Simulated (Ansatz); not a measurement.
**Strain and field gradients in SiC**

Cell: a structure deposited in the COD, whose atoms a relaxation with PBE at fixed cell left in place.

```xyz
2
Lattice="0.0000 2.1790 2.1790 2.1790 0.0000 2.1790 2.1790 2.1790 0.0000" Properties=species:S:1:pos:R:3 pbc="T T T"
Si    0.0000    0.0000    0.0000
C     1.0895    1.0895    1.0895
```

Atom numbers follow the list; atoms alike are taken as one site, whose name carries the number of the first.

The numbers come from a DFT calculation in Ansatz (PBE, plane waves and PAW, scalar-relativistic, 420 eV cutoff, Γ-centred 17×17×17 k-points, Fermi–Dirac smearing 0.02 eV).

The cell is stretched along z (the third Cartesian axis of the run's cell), x and y held, and the ions relax again each time.

| strain along z (%) | Si: V along z (10²¹ V/m²) | C: V along z (10²¹ V/m²) |
| --- | --- | --- |
| -3 | 0.40 | -0.20 |
| -2 | 0.26 | -0.14 |
| -1 | 0.13 | -0.07 |
| 0 | 0.00 | 0.00 |
| +1 | -0.13 | 0.07 |
| +2 | -0.25 | 0.15 |
| +3 | ? | ? |

(1) Estimate the row at +3 % from the others.

## Answers

(1) Si: -0.36; C: 0.22. Worked for Si: a straight line through the other 6 rows has a slope of -0.129 × 10²¹ V/m² per per cent of strain and gives -0.38 at +3 %, against -0.36 from the run, so the response is nearly linear here. Worked for C: a straight line through the other 6 rows has a slope of 0.070 × 10²¹ V/m² per per cent of strain and gives 0.21 at +3 %, against 0.22 from the run, so the response is nearly linear here. Without strain Si and C sit on a cubic site without a gradient, so the whole gradient comes from the strain.
